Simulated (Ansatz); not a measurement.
# Deforming Pt

```
Pt
1.0
     0.00000    1.95790    1.95790
     1.95790    0.00000    1.95790
     1.95790    1.95790    0.00000
Pt
1
Cartesian
  0.0000 0.0000 0.0000
```

The cell comes from COD entry 9012957, which wasn't checked; take it as a given geometry. It is an old determination, and later ones may differ.

Spin–orbit coupling is left out, though it moves levels of the heavy atoms by tenths of an eV or more.

All numbers below come from Ansatz 0.2.0, DFT, PBE, all-electron LAPW, scalar-relativistic.

The runs use a Γ-centred 18×18×18 k mesh, Fermi–Dirac smearing of 0.03 eV, basis error target 0.25 meV/atom, no spin polarisation.

The unchanged cell is at 11.38 GPa.

In a metal, stresses and small energies carry noise from the k mesh.

x, y and z are the Cartesian axes of the cell as listed; fractional coordinates follow a strain, and an engineering shear is twice the off-diagonal strain component.

**Question.** With this change (equal xy, yz and zx engineering shear strains of -1.5 %), what becomes of the energy and stress?

**Answer.** Energy change +3 meV/atom; stress change (xx, yy, zz, yz, xz, xy) 0.21, 0.21, 0.21, 1.17, 1.17, 1.17 GPa, compression positive.

**Question.** With this change (equal xy, yz and zx engineering shear strains of -1 %), what becomes of the energy and stress?

**Answer.** Energy change +1 meV/atom; stress change (xx, yy, zz, yz, xz, xy) 0.09, 0.09, 0.09, 0.77, 0.77, 0.77 GPa, compression positive.
